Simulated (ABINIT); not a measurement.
Te:

```
CELL_PARAMETERS angstrom
4.45400 0.00000 0.00000
-2.22700 3.85728 0.00000
0.00000 0.00000 5.92400
ATOMIC_POSITIONS crystal
Te 0.73100 0.73100 0.00000
Te 0.00000 0.26900 0.66667
Te 0.26900 0.00000 0.33333
```

Base run:

| Quantity | Value |
| --- | --- |
| Program | ABINIT 10.8.3 (patched build) |
| Functional | HCTH407 |
| Potentials or basis | JTH PAW PBE v2.0 |
| Cutoff | 408 eV |
| k mesh | 7 × 7 × 5 |
| Occupations | fermi-dirac, width 0.05 eV |
| Spin | no spin polarisation |

Its results: pressure 3.3 GPa; largest force 0.089 eV/Å.

After a change of settings the same cell gave: pressure 2.7 GPa; largest force 0.214 eV/Å. Which change was it?
A. functional from HCTH407 to WC
B. functional from HCTH407 to RPBE
C. functional from HCTH407 to PW91
D. functional from HCTH407 to BLYP

B.

Caveats: the PAW data sets were made with another functional, which shifts forces and pressure a little.

Runs at the PBE level aren't shown here.
